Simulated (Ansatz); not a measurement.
Born–Oppenheimer molecular dynamics of a periodic cell of 16 atoms, WC (start crystal WC, start structure P-6m2, volume 1 times the crystal's). It starts from an unrelaxed structure (largest force component 0.06 eV/Å).

Theory: DFT PBE, scalar-relativistic, plane waves, PAW in Ansatz 0.2.0. Settings: accuracy low, PAW set soft_1, cutoff 420 eV, k mesh 2x2x2, fermi-dirac smearing 0.17 eV, no spin polarisation.

* ensemble: NVT, Langevin thermostat
* time step: 1.5 fs
* steps asked: 160
* set temperature: 2000 K
* friction: 0.02 /fs
* seed: 988397

Frames 3 fs apart, positions in Å, forces in eV/Å.

Velocities at 90.0 fs (Å/ps):

```
W -0.68 5.25 -6.75
C -12.97 -18.33 7.47
W 2.09 -0.84 -2.76
C -6.07 -16.94 -14.77
W -0.65 1.86 -7.32
C -3.48 1.26 -1.15
W -6.04 -0.69 2.18
C -3.53 4.59 7.38
W 5.18 0.94 -6.36
C -17.05 -1.24 -7.83
W -1.20 0.71 2.16
C 5.92 -7.13 18.80
W 4.68 -0.60 2.24
C -8.13 4.59 -14.16
W -1.46 2.81 -0.38
C 12.73 6.15 -3.29
```

```xyz
16
Lattice="-2.8478 -4.9325 0.0000 4.2717 -2.4662 0.0000 0.0000 0.0000 5.5945" Properties=species:S:1:pos:R:3:forces:R:3 time_fs=90.0 energy_less_start_eV=4.095 T=2123
W -0.079 -4.899 -0.054 1.70 0.87 -1.11
C 1.536 -3.965 1.338 -2.53 -2.59 -1.07
W 0.009 -4.903 2.719 -0.72 -0.96 -0.58
C 1.494 -4.158 4.093 -2.72 1.78 -0.30
W -1.444 -2.277 -0.142 0.84 -4.18 0.99
C 0.038 -1.641 1.388 -0.76 -0.21 -3.34
W -1.414 -2.446 2.614 -1.27 -1.08 3.05
C 0.086 -1.655 4.086 -2.82 0.66 1.12
W 1.312 -2.427 -0.062 3.42 -0.03 -1.47
C 2.719 -1.661 1.335 2.23 1.03 -0.06
W 1.340 -2.496 2.716 4.80 0.05 0.93
C 2.816 -1.506 4.161 -0.69 -1.99 -0.92
W -0.015 0.116 -0.170 -1.39 -1.63 3.37
C -1.360 -4.012 1.280 -1.80 -0.98 -0.03
W 0.054 -0.202 2.688 -2.62 9.35 -0.31
C -1.666 -4.004 4.073 4.33 -0.09 -0.28
16
Lattice="-2.8478 -4.9325 0.0000 4.2717 -2.4662 0.0000 0.0000 0.0000 5.5945" Properties=species:S:1:pos:R:3:forces:R:3 time_fs=93.0 energy_less_start_eV=3.481 T=2814
W -0.079 -4.882 -0.076 1.76 0.46 -0.54
C 1.484 -4.032 1.352 -2.19 -1.04 -1.51
W 0.017 -4.904 2.713 -1.74 -1.52 -0.77
C 1.465 -4.199 4.049 -2.14 2.32 0.65
W -1.447 -2.271 -0.159 0.48 -4.22 1.51
C 0.024 -1.649 1.368 -0.59 0.18 -2.61
W -1.433 -2.445 2.620 -0.33 -1.01 2.06
C 0.063 -1.640 4.120 -1.96 0.65 0.04
W 1.328 -2.426 -0.083 2.62 -0.75 -0.44
C 2.680 -1.664 1.307 2.72 1.14 0.52
W 1.338 -2.495 2.725 4.25 0.11 0.23
C 2.833 -1.546 4.223 -0.98 -1.10 -2.47
W 0.003 0.115 -0.164 -1.35 -1.54 3.10
C -1.390 -3.997 1.242 -1.35 -1.01 0.59
W 0.052 -0.189 2.690 -2.43 8.29 -0.49
C -1.607 -3.983 4.059 3.22 -0.95 0.12
16
Lattice="-2.8478 -4.9325 0.0000 4.2717 -2.4662 0.0000 0.0000 0.0000 5.5945" Properties=species:S:1:pos:R:3:forces:R:3 time_fs=96.0 energy_less_start_eV=3.084 T=2968
W -0.076 -4.870 -0.101 1.64 0.13 0.11
C 1.412 -4.100 1.358 -1.13 0.44 -1.84
W 0.028 -4.909 2.714 -3.15 -1.95 -1.35
C 1.417 -4.219 4.002 -0.79 2.45 1.94
W -1.446 -2.261 -0.172 -0.29 -4.29 1.78
C 0.006 -1.657 1.327 -0.45 0.74 -1.38
W -1.450 -2.441 2.628 0.47 -0.76 1.05
C 0.020 -1.618 4.149 -0.59 0.30 -1.05
W 1.346 -2.426 -0.099 1.53 -1.19 0.25
C 2.669 -1.638 1.270 2.64 0.70 1.16
W 1.340 -2.494 2.731 3.44 0.52 -0.55
C 2.832 -1.599 4.263 -0.79 -0.09 -3.60
W 0.021 0.112 -0.160 -1.42 -1.30 2.81
C -1.433 -3.964 1.197 -0.56 -1.31 1.15
W 0.052 -0.170 2.691 -2.15 7.07 -0.78
C -1.516 -3.973 4.049 1.59 -1.46 0.29
16
Lattice="-2.8478 -4.9325 0.0000 4.2717 -2.4662 0.0000 0.0000 0.0000 5.5945" Properties=species:S:1:pos:R:3:forces:R:3 time_fs=99.0 energy_less_start_eV=3.243 T=2790
W -0.068 -4.862 -0.124 1.36 -0.54 0.86
C 1.339 -4.170 1.344 0.30 1.96 -1.67
W 0.035 -4.916 2.717 -4.10 -2.46 -1.90
C 1.369 -4.202 3.978 0.72 2.10 2.60
W -1.444 -2.250 -0.182 -1.35 -4.73 2.05
C -0.030 -1.660 1.276 0.09 1.13 0.00
W -1.464 -2.437 2.634 0.75 -0.70 0.54
C -0.039 -1.591 4.181 1.17 -0.14 -2.44
W 1.365 -2.425 -0.108 0.20 -1.53 0.81
C 2.678 -1.616 1.242 2.30 0.17 1.64
W 1.345 -2.496 2.733 2.41 1.01 -1.34
C 2.813 -1.666 4.282 -0.05 1.11 -4.32
W 0.039 0.107 -0.156 -1.88 -1.00 2.37
C -1.495 -3.936 1.156 0.64 -1.49 1.76
W 0.056 -0.152 2.691 -1.98 5.95 -0.95
C -1.399 -4.000 4.048 -0.58 -0.84 -0.01
16
Lattice="-2.8478 -4.9325 0.0000 4.2717 -2.4662 0.0000 0.0000 0.0000 5.5945" Properties=species:S:1:pos:R:3:forces:R:3 time_fs=102.0 energy_less_start_eV=4.090 T=1861
W -0.064 -4.852 -0.141 1.19 -1.68 1.37
C 1.276 -4.218 1.318 1.84 3.13 -1.14
W 0.041 -4.921 2.718 -4.36 -3.06 -2.45
C 1.320 -4.173 3.980 2.18 1.70 2.57
W -1.442 -2.242 -0.187 -2.57 -5.39 2.34
C -0.066 -1.668 1.237 0.74 1.57 1.10
W -1.469 -2.432 2.634 0.53 -0.82 0.36
C -0.096 -1.582 4.210 2.83 0.02 -4.00
W 1.380 -2.423 -0.117 -1.02 -1.76 1.52
C 2.700 -1.600 1.226 1.89 -0.32 1.79
W 1.349 -2.495 2.734 1.61 1.25 -2.03
C 2.780 -1.726 4.270 1.23 2.10 -4.43
W 0.057 0.103 -0.150 -2.91 -0.91 1.36
C -1.542 -3.933 1.111 1.75 -0.97 2.77
W 0.060 -0.132 2.690 -1.90 4.79 -0.95
C -1.292 -4.035 4.032 -3.04 0.34 -0.18
16
Lattice="-2.8478 -4.9325 0.0000 4.2717 -2.4662 0.0000 0.0000 0.0000 5.5945" Properties=species:S:1:pos:R:3:forces:R:3 time_fs=105.0 energy_less_start_eV=4.834 T=1480
W -0.064 -4.840 -0.152 1.00 -2.73 1.60
C 1.234 -4.240 1.283 3.00 3.83 -0.34
W 0.044 -4.927 2.715 -3.57 -3.22 -2.62
C 1.287 -4.122 4.013 2.89 0.94 1.66
W -1.435 -2.238 -0.183 -3.48 -5.88 2.40
C -0.087 -1.669 1.224 1.25 1.71 1.53
W -1.472 -2.428 2.630 0.23 -0.79 0.44
C -0.131 -1.591 4.221 3.89 0.50 -4.90
W 1.397 -2.420 -0.123 -1.82 -1.50 2.16
C 2.730 -1.577 1.235 1.42 -0.98 1.37
W 1.352 -2.495 2.733 1.01 1.43 -2.57
C 2.745 -1.751 4.227 2.51 2.51 -3.78
W 0.072 0.096 -0.144 -4.11 -0.90 0.08
C -1.571 -3.948 1.080 2.63 -0.18 3.60
W 0.062 -0.113 2.692 -1.85 3.98 -0.90
C -1.216 -4.054 3.995 -5.02 1.28 0.27
16
Lattice="-2.8478 -4.9325 0.0000 4.2717 -2.4662 0.0000 0.0000 0.0000 5.5945" Properties=species:S:1:pos:R:3:forces:R:3 time_fs=108.0 energy_less_start_eV=4.934 T=1488
W -0.064 -4.829 -0.165 0.68 -3.51 1.68
C 1.217 -4.236 1.234 3.46 3.93 0.87
W 0.044 -4.935 2.710 -2.14 -2.69 -2.79
C 1.267 -4.062 4.069 2.99 -0.06 0.15
W -1.432 -2.237 -0.176 -3.35 -5.91 1.90
C -0.108 -1.657 1.232 1.79 1.57 1.36
W -1.474 -2.428 2.625 0.07 -0.55 0.59
C -0.145 -1.595 4.198 3.99 0.59 -4.47
W 1.416 -2.420 -0.125 -2.29 -0.59 2.48
C 2.774 -1.564 1.252 0.83 -1.46 0.76
W 1.355 -2.497 2.735 0.52 1.55 -3.07
C 2.725 -1.760 4.171 3.21 2.59 -2.71
W 0.082 0.088 -0.138 -4.50 -0.73 -0.62
C -1.554 -3.956 1.066 2.52 0.07 3.79
W 0.062 -0.093 2.695 -1.77 3.48 -0.96
C -1.180 -4.059 3.954 -6.01 1.75 1.04
16
Lattice="-2.8478 -4.9325 0.0000 4.2717 -2.4662 0.0000 0.0000 0.0000 5.5945" Properties=species:S:1:pos:R:3:forces:R:3 time_fs=111.0 energy_less_start_eV=4.333 T=1661
W -0.064 -4.819 -0.174 0.31 -4.09 1.72
C 1.225 -4.213 1.183 3.29 3.45 2.10
W 0.044 -4.947 2.710 -1.01 -1.70 -3.12
C 1.261 -4.010 4.136 2.77 -0.92 -1.65
W -1.432 -2.241 -0.168 -2.29 -5.55 1.00
C -0.114 -1.637 1.244 2.00 1.17 0.91
W -1.476 -2.431 2.620 0.12 -0.06 0.68
C -0.136 -1.574 4.144 3.07 -0.11 -2.82
W 1.429 -2.421 -0.124 -2.32 0.64 2.43
C 2.807 -1.585 1.274 0.50 -1.18 0.20
W 1.357 -2.496 2.738 0.18 1.38 -3.40
C 2.724 -1.756 4.107 3.25 2.45 -1.28
W 0.087 0.076 -0.135 -4.02 -0.04 -0.48
C -1.505 -3.966 1.090 1.55 -0.17 3.01
W 0.061 -0.072 2.696 -1.69 3.15 -1.27
C -1.189 -4.052 3.916 -5.72 1.60 1.98
16
Lattice="-2.8478 -4.9325 0.0000 4.2717 -2.4662 0.0000 0.0000 0.0000 5.5945" Properties=species:S:1:pos:R:3:forces:R:3 time_fs=114.0 energy_less_start_eV=3.510 T=1908
W -0.066 -4.812 -0.183 0.54 -4.07 2.02
C 1.263 -4.160 1.137 2.29 2.32 2.98
W 0.046 -4.958 2.713 -0.41 -0.34 -3.50
C 1.270 -3.971 4.180 2.37 -1.64 -2.88
W -1.431 -2.254 -0.161 -1.06 -4.82 0.08
C -0.122 -1.599 1.266 2.20 0.40 0.13
W -1.476 -2.436 2.612 0.24 0.49 0.93
C -0.107 -1.554 4.075 1.81 -0.86 -0.75
W 1.444 -2.422 -0.123 -2.18 1.91 2.18
C 2.834 -1.615 1.295 0.19 -0.55 -0.25
W 1.356 -2.492 2.740 0.29 1.19 -3.55
C 2.745 -1.717 4.057 2.65 1.73 -0.06
W 0.087 0.066 -0.131 -3.28 0.52 -0.30
C -1.445 -3.974 1.137 0.42 -0.53 1.85
W 0.056 -0.051 2.695 -1.53 3.07 -1.58
C -1.232 -4.048 3.892 -4.55 1.18 2.68
16
Lattice="-2.8478 -4.9325 0.0000 4.2717 -2.4662 0.0000 0.0000 0.0000 5.5945" Properties=species:S:1:pos:R:3:forces:R:3 time_fs=117.0 energy_less_start_eV=3.000 T=2286
W -0.066 -4.807 -0.190 1.07 -3.60 2.40
C 1.326 -4.094 1.104 0.81 0.87 3.56
W 0.050 -4.971 2.713 -0.49 1.38 -3.41
C 1.297 -3.945 4.207 1.76 -2.23 -3.63
W -1.429 -2.270 -0.156 -0.09 -4.13 -0.60
C -0.142 -1.551 1.294 2.56 -0.56 -0.75
W -1.478 -2.442 2.602 0.39 0.99 1.53
C -0.068 -1.548 4.003 0.60 -1.17 1.26
W 1.456 -2.423 -0.123 -1.87 3.15 1.80
C 2.856 -1.642 1.311 -0.12 0.15 -0.59
W 1.357 -2.486 2.745 0.71 0.97 -3.71
C 2.783 -1.659 4.024 1.66 0.58 0.94
W 0.086 0.060 -0.125 -2.68 0.80 -0.33
C -1.393 -3.988 1.204 -0.35 -0.78 0.44
W 0.050 -0.029 2.694 -1.36 2.97 -1.75
C -1.302 -4.040 3.896 -2.59 0.62 2.82
16
Lattice="-2.8478 -4.9325 0.0000 4.2717 -2.4662 0.0000 0.0000 0.0000 5.5945" Properties=species:S:1:pos:R:3:forces:R:3 time_fs=120.0 energy_less_start_eV=2.996 T=1996
W -0.066 -4.804 -0.192 1.96 -2.92 2.62
C 1.401 -4.015 1.097 -0.70 -0.88 3.71
W 0.058 -4.983 2.711 -0.71 2.99 -3.35
C 1.344 -3.945 4.207 1.01 -2.18 -3.59
W -1.428 -2.287 -0.153 0.75 -3.46 -0.91
C -0.159 -1.524 1.322 2.94 -1.08 -1.61
W -1.474 -2.448 2.592 0.43 1.39 2.23
C -0.016 -1.542 3.946 -0.62 -1.26 2.91
W 1.465 -2.423 -0.121 -1.55 3.92 0.98
C 2.868 -1.679 1.318 -0.33 1.03 -0.73
W 1.361 -2.474 2.751 1.37 0.60 -3.95
C 2.832 -1.594 4.000 0.58 -0.87 1.92
W 0.082 0.059 -0.123 -2.21 0.75 -0.32
C -1.341 -4.006 1.266 -1.05 -0.88 -0.76
W 0.044 -0.007 2.690 -0.98 2.74 -1.76
C -1.361 -4.022 3.921 -0.88 0.10 2.62
16
Lattice="-2.8478 -4.9325 0.0000 4.2717 -2.4662 0.0000 0.0000 0.0000 5.5945" Properties=species:S:1:pos:R:3:forces:R:3 time_fs=123.0 energy_less_start_eV=3.294 T=1931
W -0.068 -4.800 -0.192 2.71 -2.36 2.72
C 1.468 -3.951 1.128 -1.64 -2.26 3.07
W 0.064 -4.995 2.709 -0.81 4.41 -3.47
C 1.396 -3.970 4.182 0.28 -1.51 -2.84
W -1.427 -2.306 -0.155 1.23 -2.66 -0.60
C -0.161 -1.504 1.337 3.07 -1.52 -2.08
W -1.470 -2.451 2.586 0.64 1.71 2.71
C 0.043 -1.546 3.917 -1.89 -0.79 3.90
W 1.471 -2.423 -0.123 -1.19 3.91 0.34
C 2.881 -1.704 1.324 -0.57 1.64 -0.84
W 1.362 -2.466 2.755 2.34 0.33 -4.23
C 2.871 -1.522 3.992 -0.21 -2.67 2.77
W 0.077 0.060 -0.121 -1.88 0.67 -0.33
C -1.297 -4.034 1.325 -1.70 -0.70 -1.73
W 0.042 0.010 2.686 -0.55 2.40 -1.38
C -1.406 -3.984 3.970 0.19 -0.61 1.96
```

Of the whole run (240 fs, mean temperature of the second half 2007 K): A run of 0.24 ps of so small a system gives no equilibrium averages. Limits of this set-up: coarse k mesh, low accuracy level.

Time of the run: 15 min on 1 thread of Arm Neoverse V2 (shared host), peak memory 0.55 GiB.
